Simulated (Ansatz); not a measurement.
## Σ3 (111) boundary in bcc Mo with Bi (substitutional): structure and resistance

How much does the Σ3 (111) boundary in bcc Mo with Bi (substitutional) reflect electrons?

Calculated with Ansatz 0.2.0; Ansatz plane-wave DFT, PBE, PAW files; relaxation of a bicrystal slab with its lowest layers held; PAW set soft_1, in the first sound run; inputs show where later runs differ.

## (1) The starting structure

The cell holds 21 atoms: 20 Mo and 1 Bi. Its edges and angles: a = 4.451 Å, b = 4.451 Å, c = 30.078 Å, α = 90.0°, β = 90.0°, γ = 120.0°. It derives from Mo. built on the (1 1 1) plane; 2 overlapping atoms removed and the grains opened by 0 Å. Vacuum lies along c.

## (2) Relaxing the bicrystal

The boundary is built by mirroring the lower grain in the boundary plane and removing any atoms that overlap; then the Bi is put in at the boundary. A thin bicrystal slab is relaxed first, with the lowest layers held and the upper grain free to shift and open.

Input file input.yaml:

```yaml
crystal:
  lattice:
    - [4.4505300808, 0.0, 0.0]
    - [-2.2252650404, 3.8542721103, 0.0]
    - [0.0, 0.0, 30.0776736206]
  atoms:
    - { symbol: Mo, position: [0.0, 0.0, 0.1662362609] }
    - { symbol: Mo, position: [0.3333333333, 0.6666666667, 0.1964400812] }
    - { symbol: Mo, position: [0.6666666667, 0.3333333333, 0.2266439015] }
    - { symbol: Mo, position: [0.0, 0.0, 0.2568477218] }
    - { symbol: Mo, position: [0.3333333333, 0.6666666667, 0.2870515421] }
    - { symbol: Mo, position: [0.6666666667, 0.3333333333, 0.3172553623] }
    - { symbol: Mo, position: [0.0, 0.0, 0.3474591826] }
    - { symbol: Mo, position: [0.3333333333, 0.6666666667, 0.3776630029] }
    - { symbol: Mo, position: [0.6666666667, 0.3333333333, 0.4078668232] }
    - { symbol: Bi, position: [0.0, 0.0, 0.4380706435] }
    - { symbol: Mo, position: [0.3333333333, 0.6666666667, 0.498478284] }
    - { symbol: Mo, position: [0.0, 0.0, 0.5286821043] }
    - { symbol: Mo, position: [0.6666666667, 0.3333333333, 0.5588859246] }
    - { symbol: Mo, position: [0.3333333333, 0.6666666667, 0.5890897449] }
    - { symbol: Mo, position: [0.0, 0.0, 0.6192935652] }
    - { symbol: Mo, position: [0.6666666667, 0.3333333333, 0.6494973855] }
    - { symbol: Mo, position: [0.3333333333, 0.6666666667, 0.6797012058] }
    - { symbol: Mo, position: [0.0, 0.0, 0.709905026] }
    - { symbol: Mo, position: [0.6666666667, 0.3333333333, 0.7401088463] }
    - { symbol: Mo, position: [0.3333333333, 0.6666666667, 0.7703126666] }
    - { symbol: Mo, position: [0.0, 0.0, 0.8005164869] }
kpoints:
  mp_grid: { grid: [6, 6, 1] }
hamiltonian:
  xc: pbe
  pseudopotentials: { kind: paw, azcp: { folder: soft_1 } }
scf:
  occupations: { method: fermi_dirac, width: 0.1 }
relax:
  f_tol: 0.03
  max_steps: 80
  constraints: [{ sites: [0, 1, 2, 3] }]
```

Launch:

```
ansatz run input.yaml --threads 4 --pin off --max-ram 15360MiB --backend cpu --events-out ev --progress --plain --runs-dir out
```

Numbers of over 12 decimals in the logs are rounded to 6 here.

Log:

```text
Engine: ansatz 0.2.0, aarch64-unknown-linux-gnu
Pseudopotentials: kind: paw
Pseudopotential: Mo, paw, valence charge 14, recommended cutoff 420 eV (normal), soft_1/Mo.paw.azcp
Pseudopotential: Bi, paw, valence charge 15, recommended cutoff 420 eV (normal), soft_1/Bi.paw.azcp
Functional definition: PBE
  parameter kappa = 0.804
  parameter beta = 0.066725
  exchange = pbe_x(kappa = kappa, mu = beta*pi^2/3)
  correlation = pbe_c(beta = beta)
Crystal: 21 atoms, lattice volume = 515.939 Å³
Basis set: ecut = 420 eV, 10151 PW (Γ), exchange–correlation on 60×60×432 points (8 copies of the dense FFT grid, shifted against one another)
Bands: 177, of which v1, the nominal top of the filled ones, is band 148 counted from 1 (147 counted from 0)
Symmetry: 6 space group operations
Space group: P3m1 (ITA 156), of the structure as read, at distance tolerance 8.0e-5 Å
k-points: 7 of 36 (time reversal used)
Non-local potential: Mo, projectors of the file, l = 0: 3, l = 1: 2, l = 2: 2, l = 3: 1
Non-local potential: Bi, projectors of the file, l = 0: 2, l = 1: 2, l = 2: 2, l = 3: 1
PAW form: soft (Blöchl's): semilocal exchange-correlation on the pseudo side does not see the compensation charge
PAW one-centre angular grid: Mo, 590 points (default); XC on 64 Gauss nodes
PAW one-centre angular grid: Bi, 590 points (default); XC on 64 Gauss nodes
Initial density: superposition of atomic densities (neutral atoms: chi_scale 0, normalization atom)
Initial wavefunctions: pseudopotential atomic-orbital guess
Functional: x = pbe(κ = 0.804, μ = 0.219515), c = pbe(β = 0.066725)
SCF iter   1: F=—  HF=-111525.798197 eV  |F-HF|=—  |Δ(HF+E_count)|=         —  Δρ=8.38e-2  dr2=1.44e2  ethr=3.10e-3  ⟨swp⟩=8.4  Hψ=5224  notcnv=0
preconditioner: auto → LDOS  [metal: Δε(μ)=0.019 eV  Ē_g=4.539 eV  σ=0.100 eV  W_gap=0.05  n_scr=124 (ndim 8)  ℏωp=18.3 eV  f_vac=0.279  D(μ)=16.74/eV (n_scr^D=124)  β→1.0]
SCF iter   2: F=—  HF=-111518.649212 eV  |F-HF|=—  |Δ(HF+E_count)|=    7.15e0  Δρ=6.64e-2  dr2=1.62e2  ethr=3.10e-3  ⟨swp⟩=4.6  Hψ=3421  notcnv=0
SCF iter   3: F=—  HF=-111510.004546 eV  |F-HF|=—  |Δ(HF+E_count)|=    8.64e0  Δρ=1.36e-2  dr2=3.45e0  ethr=3.10e-3  ⟨swp⟩=4.3  Hψ=3000  notcnv=0
SCF iter   4: F=—  HF=-111509.772877 eV  |F-HF|=—  |Δ(HF+E_count)|=   2.32e-1  Δρ=5.03e-3  dr2=2.20e-1  ethr=1.17e-3  ⟨swp⟩=4.4  Hψ=2141  notcnv=0
SCF iter   5: F=—  HF=-111509.742493 eV  |F-HF|=—  |Δ(HF+E_count)|=   3.04e-2  Δρ=2.09e-3  dr2=5.17e-2  ethr=7.47e-5  ⟨swp⟩=3.3  Hψ=2575  notcnv=0
SCF iter   6: F=—  HF=-111509.740444 eV  |F-HF|=—  |Δ(HF+E_count)|=   2.05e-3  Δρ=5.12e-4  dr2=5.52e-3  ethr=1.75e-5  ⟨swp⟩=2.0  Hψ=1517  notcnv=0
SCF iter   7: F=—  HF=-111509.742196 eV  |F-HF|=—  |Δ(HF+E_count)|=   1.75e-3  Δρ=2.71e-4  dr2=9.80e-4  ethr=1.87e-6  ⟨swp⟩=2.1  Hψ=1656  notcnv=0
SCF iter   8: F=—  HF=-111509.742166 eV  |F-HF|=—  |Δ(HF+E_count)|=   3.01e-5  Δρ=1.12e-4  dr2=3.20e-4  ethr=3.32e-7  ⟨swp⟩=2.4  Hψ=1869  notcnv=0
SCF iter   9: F=—  HF=-111509.742157 eV  |F-HF|=—  |Δ(HF+E_count)|=   8.73e-6  Δρ=5.55e-5  dr2=6.77e-5  ethr=1.08e-7  ⟨swp⟩=2.0  Hψ=1584  notcnv=0
SCF iter  10: F=-111509.742150 eV  HF=-111509.742153 eV  |F-HF|=3.28e-6  |Δ(HF+E_count)|=   3.99e-6  Δρ=2.00e-5  dr2=6.45e-6  ethr=7.63e-9  ⟨swp⟩=5.0  Hψ=3924  notcnv=0
SCF 1 converged in 10 iterations: F = -111509.742150 eV  dr2 = 6.45e-6
  greatest PAW one-centre occupation: 0.999 electrons in one spin orbital (limit 2), on the Mo atom at site 4 (counted from 0), in its partial waves of l = 0
relax step   1: F+E_penalty+E_count = -111509.74215009 eV  Δ(F+E_penalty+E_count) = +0.000e0 eV  max|allowed force component| = 2.147e0 eV/Å  Δτ_max = 0.0000 Å  (10 SCF iters, dr2 threshold 2.25e-5 eV, accepted)
Initial density: handed on by an earlier stage of this run
Initial wavefunctions: those handed on with the density
iter 1 solved again at ethr=7.57e-4 eV; its pass at ethr=3.10e-3 eV (dr2=2.23e0 eV) is discarded
SCF iter   1: F=—  HF=-111510.591288 eV  |F-HF|=—  |Δ(HF+E_count)|=         —  Δρ=1.29e-2  dr2=2.24e0  ethr=7.57e-4  ⟨swp⟩=1.0  Hψ=4610  notcnv=0
preconditioner: auto → LDOS  [metal: Δε(μ)=0.028 eV  Ē_g=4.059 eV  σ=0.100 eV  W_gap=0.07  n_scr=124 (ndim 8)  ℏωp=18.3 eV  f_vac=0.286  D(μ)=18.09/eV (n_scr^D=138)  β→1.0]
SCF iter   2: F=—  HF=-111510.553721 eV  |F-HF|=—  |Δ(HF+E_count)|=   3.76e-2  Δρ=7.65e-3  dr2=7.30e-1  ethr=7.57e-4  ⟨swp⟩=3.4  Hψ=2250  notcnv=0
SCF iter   3: F=—  HF=-111510.492727 eV  |F-HF|=—  |Δ(HF+E_count)|=   6.10e-2  Δρ=3.83e-3  dr2=1.79e-1  ethr=2.47e-4  ⟨swp⟩=2.7  Hψ=2152  notcnv=0
SCF iter   4: F=—  HF=-111510.474854 eV  |F-HF|=—  |Δ(HF+E_count)|=   1.79e-2  Δρ=7.15e-4  dr2=6.48e-3  ethr=6.05e-5  ⟨swp⟩=2.0  Hψ=1637  notcnv=0
SCF iter   5: F=—  HF=-111510.475329 eV  |F-HF|=—  |Δ(HF+E_count)|=   4.75e-4  Δρ=2.69e-4  dr2=7.92e-4  ethr=2.20e-6  ⟨swp⟩=2.1  Hψ=1788  notcnv=0
SCF iter   6: F=—  HF=-111510.475335 eV  |F-HF|=—  |Δ(HF+E_count)|=   6.01e-6  Δρ=1.05e-4  dr2=1.32e-4  ethr=2.69e-7  ⟨swp⟩=2.1  Hψ=1929  notcnv=0
SCF iter   7: F=-111510.475319 eV  HF=-111510.475342 eV  |F-HF|=2.30e-5  |Δ(HF+E_count)|=   7.53e-6  Δρ=4.17e-5  dr2=3.20e-5  ethr=3.39e-8  ⟨swp⟩=3.0  Hψ=5049  notcnv=0
SCF 2 converged in 7 iterations: F = -111510.475319 eV  dr2 = 3.20e-5
relax step   2: F+E_penalty+E_count = -111510.47531903 eV  Δ(F+E_penalty+E_count) = -7.332e-1 eV  max|allowed force component| = 6.164e-1 eV/Å  Δτ_max = 0.1950 Å  (7 SCF iters, dr2 threshold 1.00e-4 eV, accepted)
iter 1 solved again at ethr=2.84e-3 eV; its pass at ethr=3.10e-3 eV (dr2=8.38e0 eV) is discarded
SCF iter   1: F=—  HF=-111510.851393 eV  |F-HF|=—  |Δ(HF+E_count)|=         —  Δρ=1.74e-2  dr2=8.30e0  ethr=2.84e-3  ⟨swp⟩=1.0  Hψ=4455  notcnv=0
preconditioner: auto → LDOS  [metal: Δε(μ)=0.039 eV  Ē_g=4.055 eV  σ=0.100 eV  W_gap=0.10  n_scr=124 (ndim 8)  ℏωp=18.3 eV  f_vac=0.282  D(μ)=17.39/eV (n_scr^D=124)  β→1.0]
SCF iter   2: F=—  HF=-111510.657102 eV  |F-HF|=—  |Δ(HF+E_count)|=   1.94e-1  Δρ=5.78e-3  dr2=6.09e-1  ethr=2.81e-3  ⟨swp⟩=2.7  Hψ=1399  notcnv=0
SCF iter   3: F=—  HF=-111510.622287 eV  |F-HF|=—  |Δ(HF+E_count)|=   3.48e-2  Δρ=4.21e-3  dr2=1.57e-1  ethr=2.07e-4  ⟨swp⟩=2.7  Hψ=2428  notcnv=0
SCF iter   4: F=—  HF=-111510.592981 eV  |F-HF|=—  |Δ(HF+E_count)|=   2.93e-2  Δρ=7.68e-4  dr2=8.49e-3  ethr=5.31e-5  ⟨swp⟩=2.1  Hψ=2337  notcnv=0
SCF iter   5: F=—  HF=-111510.593229 eV  |F-HF|=—  |Δ(HF+E_count)|=   2.48e-4  Δρ=1.87e-4  dr2=3.80e-4  ethr=2.88e-6  ⟨swp⟩=2.9  Hψ=1933  notcnv=0
SCF iter   6: F=—  HF=-111510.593205 eV  |F-HF|=—  |Δ(HF+E_count)|=   2.47e-5  Δρ=6.63e-5  dr2=5.03e-5  ethr=1.29e-7  ⟨swp⟩=2.9  Hψ=2027  notcnv=0
SCF iter   7: F=-111510.593201 eV  HF=-111510.593204 eV  |F-HF|=2.30e-6  |Δ(HF+E_count)|=   9.30e-7  Δρ=2.08e-5  dr2=6.88e-6  ethr=8.05e-9  ⟨swp⟩=4.6  Hψ=3931  notcnv=0
SCF 3 converged in 7 iterations: F = -111510.593201 eV  dr2 = 6.88e-6
  greatest PAW one-centre occupation: 0.999 electrons in one spin orbital (limit 2), on the Mo atom at site 16 (counted from 0), in its partial waves of l = 0
relax step   3: F+E_penalty+E_count = -111510.59320134 eV  Δ(F+E_penalty+E_count) = -1.179e-1 eV  max|allowed force component| = 2.327e-1 eV/Å  Δτ_max = 0.1723 Å  (7 SCF iters, dr2 threshold 2.37e-5 eV, accepted)
[...]
relax step   4: F+E_penalty+E_count = -111510.62392916 eV  Δ(F+E_penalty+E_count) = -3.073e-2 eV  max|allowed force component| = 1.828e-1 eV/Å  Δτ_max = 0.1372 Å  (8 SCF iters, dr2 threshold 4.46e-6 eV, accepted)
[...]
relax step   5: F+E_penalty+E_count = -111510.62441091 eV  Δ(F+E_penalty+E_count) = -4.818e-4 eV  max|allowed force component| = 2.036e-1 eV/Å  Δτ_max = 0.1432 Å  (7 SCF iters, dr2 threshold 4.76e-6 eV, accepted)
[...]
relax step   6: F+E_penalty+E_count = -111510.63548821 eV  Δ(F+E_penalty+E_count) = -1.108e-2 eV  max|allowed force component| = 7.601e-2 eV/Å  Δτ_max = 0.0505 Å  (6 SCF iters, dr2 threshold 2.56e-5 eV, accepted)
SCF iter   1: F=—  HF=-111510.635372 eV  |F-HF|=—  |Δ(HF+E_count)|=         —  Δρ=8.80e-4  dr2=6.30e-3  ethr=4.82e-5  ⟨swp⟩=2.1  Hψ=1904  notcnv=0
preconditioner: auto → LDOS  [metal: Δε(μ)=0.040 eV  Ē_g=4.026 eV  σ=0.100 eV  W_gap=0.10  n_scr=124 (ndim 8)  ℏωp=18.3 eV  f_vac=0.275  D(μ)=17.45/eV (n_scr^D=124)  β→1.0]
SCF iter   2: F=—  HF=-111510.635191 eV  |F-HF|=—  |Δ(HF+E_count)|=   1.81e-4  Δρ=4.71e-4  dr2=2.58e-3  ethr=2.13e-6  ⟨swp⟩=2.0  Hψ=2259  notcnv=0
SCF iter   3: F=—  HF=-111510.634964 eV  |F-HF|=—  |Δ(HF+E_count)|=   2.27e-4  Δρ=1.76e-4  dr2=3.54e-4  ethr=8.73e-7  ⟨swp⟩=2.0  Hψ=2105  notcnv=0
SCF iter   4: F=—  HF=-111510.634938 eV  |F-HF|=—  |Δ(HF+E_count)|=   2.61e-5  Δρ=2.95e-5  dr2=8.30e-6  ethr=1.20e-7  ⟨swp⟩=2.6  Hψ=1808  notcnv=0
SCF iter   5: F=—  HF=-111510.636421 eV  |F-HF|=—  |Δ(HF+E_count)|=   1.48e-3  Δρ=1.10e-5  dr2=1.35e-6  ethr=2.81e-9  ⟨swp⟩=2.9  Hψ=2429  notcnv=0
SCF iter   6: F=—  HF=-111510.636421 eV  |F-HF|=—  |Δ(HF+E_count)|=   2.14e-7  Δρ=4.82e-6  dr2=2.90e-7  ethr=4.57e-10  ⟨swp⟩=2.1  Hψ=1671  notcnv=0
SCF iter   7: F=-111510.636421 eV  HF=-111510.636421 eV  |F-HF|=7.42e-9  |Δ(HF+E_count)|=   1.12e-8  Δρ=1.32e-6  dr2=2.08e-8  ethr=3.39e-11  ⟨swp⟩=5.0  Hψ=4174  notcnv=0
SCF 7 converged in 7 iterations: F = -111510.636421 eV  dr2 = 2.08e-8
relax step   7: F+E_penalty+E_count = -111510.63642118 eV  Δ(F+E_penalty+E_count) = -9.330e-4 eV  max|allowed force component| = 1.569e-2 eV/Å  Δτ_max = 0.0123 Å  (7 SCF iters, accepted)
SCF converged after 7 iterations
Free energy (F): -111510.636421 eV
Harris-Foulkes:  -111510.636421 eV  (|F-HF|=7.42e-9)
Internal energy: -111510.068448 eV  (E = F + TS)
E sigma→0 (E₀):  -111510.352434 eV
Entropy (-TS):   -0.567974 eV (-27.046 meV/atom)
Fermi energy:    12.223664 eV
--- Per-component energies (eV) ---
  E_band       = -3612.525732
  E_kinetic    = 8687.686019
  E_local      = -234265.102672  (includes V_loc(G=0)·N_el)
  E_nonlocal   = 3386.890555
  E_hartree    = 113293.012005
  E_xc         = -3663.431519
  E_vxc        = -4508.469097  (∫ρ·V_xc dr)
  E_paw        = -74906.704044  (= ΣΔE_a)
  E_vpaw       = -3499.539678  (= ΣTr[D̂ρ^β])
  E_aug_tail   = 0.001203  (compensation charges beyond the density's cutoff)
  E_ewald      = 75957.580006
  E_smearing   = -0.567974  (= −TS)
  E_closure    = -0.000000  (closes the sum)
  Σ components = -111510.636421   (vs F -111510.636421, Δ=0.00e0)
--- Forces (eV/Å), atoms counted from 1 ---
  atom   1  Mo     0.00000000     0.00000000     1.88419811
  atom   2  Mo    -0.00000000    -0.00000000    -0.09070393
  atom   3  Mo    -0.00000000    -0.00000000    -0.97510169
  atom   4  Mo    -0.00000000    -0.00000000    -0.82111696
  atom   5  Mo    -0.00000000    -0.00000000    -0.00453644
  atom   6  Mo    -0.00000000     0.00000000    -0.00431492
  atom   7  Mo     0.00000000    -0.00000000     0.00567860
  atom   8  Mo     0.00000000     0.00000000     0.00219490
  atom   9  Mo    -0.00000000    -0.00000000    -0.00471294
  atom  10  Bi     0.00000000     0.00000000     0.00164004
  atom  11  Mo     0.00000000    -0.00000000     0.00041043
  atom  12  Mo     0.00000000     0.00000000     0.00221094
  atom  13  Mo     0.00000000     0.00000000    -0.00819423
  atom  14  Mo     0.00000000     0.00000000     0.01117085
  atom  15  Mo     0.00000000    -0.00000000     0.00355549
  atom  16  Mo    -0.00000000     0.00000000    -0.00891187
  atom  17  Mo     0.00000000    -0.00000000     0.01568896
  atom  18  Mo    -0.00000000     0.00000000    -0.01467898
  atom  19  Mo     0.00000000    -0.00000000     0.00665198
  atom  20  Mo     0.00000000    -0.00000000     0.01099728
  atom  21  Mo     0.00000000     0.00000000    -0.01211027
  max |Σ_I F_I| component: 1.54e-5 eV/Å
--- Relaxed structure (7 steps of the walk, 7 accepted, 0 SCFs on fresh bases) ---
  F+E_penalty+E_count = -111510.63642118 eV   max|allowed force component| = 1.569e-2 eV/Å
  atoms:
    - { symbol: Mo, position: [0, 4.195854223681496e-19, 0.1662362609] }
    - { symbol: Mo, position: [0.333333, 0.666667, 0.1964400812] }
    - { symbol: Mo, position: [0.666667, 0.333333, 0.226644] }
    - { symbol: Mo, position: [0, 4.195854223681496e-19, 0.2568477218] }
    - { symbol: Mo, position: [0.333333, 0.666667, 0.287316] }
    - { symbol: Mo, position: [0.666667, 0.333333, 0.318600] }
    - { symbol: Mo, position: [0, 4.195854223681494e-19, 0.347423] }
    - { symbol: Mo, position: [0.333333, 0.666667, 0.379849] }
    - { symbol: Mo, position: [0.666667, 0.333333, 0.403536] }
    - { symbol: Bi, position: [9.820220922070863e-18, 4.1958542236815115e-19, 0.449405] }
    - { symbol: Mo, position: [0.333333, 0.666667, 0.511023] }
    - { symbol: Mo, position: [1.2049212208192644e-17, 4.195854223681494e-19, 0.542590] }
    - { symbol: Mo, position: [0.666667, 0.333333, 0.569858] }
    - { symbol: Mo, position: [0.333333, 0.666667, 0.597929] }
    - { symbol: Mo, position: [1.0355092045798382e-17, 4.1958542236814884e-19, 0.631246] }
    - { symbol: Mo, position: [0.666667, 0.333333, 0.660412] }
    - { symbol: Mo, position: [0.333333, 0.666667, 0.692318] }
    - { symbol: Mo, position: [1.030063874030339e-17, 4.1958542236814836e-19, 0.721794] }
    - { symbol: Mo, position: [0.666667, 0.333333, 0.756677] }
    - { symbol: Mo, position: [0.333333, 0.666667, 0.780271] }
    - { symbol: Mo, position: [3.424841004895392e-18, 4.195854223681482e-19, 0.804470] }
```

Wall time 2.4 min (4 threads of Arm Neoverse V1, shared host); peak memory 2 GiB; 9.5 min of CPU time.

The steps of the relaxation:

```
step  energy less that of the first step (eV)  largest force component (eV/Å)
   1                                   0.0000                          2.1468
   2                                  -0.7332                          0.6164
   3                                  -0.8511                          0.2327
   4                                  -0.8818                          0.1828
   5                                  -0.8823                          0.2036
   6                                  -0.8933                          0.0760
   7                                  -0.8943                          0.0157
```

Forces are held to the 6 operations that the run works with; a distortion that breaks them can't arise in this run.

The atoms that moved most (Å):

```
atom     dx     dy     dz  length
Mo19  0.000  0.000  0.498   0.498
Mo12  0.000  0.000  0.418   0.418
Mo17  0.000  0.000  0.379   0.379
Mo11  0.000  0.000  0.377   0.377
Mo15  0.000  0.000  0.359   0.359
Mo18  0.000  0.000  0.358   0.358
Bi10  0.000  0.000  0.341   0.341
Mo13  0.000  0.000  0.330   0.330
```

This step gave:

```
free energy             : -111510.6364 eV
energy at zero smearing : -111510.3524 eV
Fermi energy            : 12.22 eV
```

The largest force component on a free atom ends at 0.016 eV/Å, under the tolerance of 0.03, after 7 steps.

[end of part 1 of 2]

[Logs are printed without paths, hosts, clocks, repeated set-up lines and the standing remarks that a program may print on its own settings, such as how far it seeks lower states.]

[Hosts, paths, dates, database ids (printed as entryN), source tags and the programs' standing remarks are cut or masked in the printed files.]
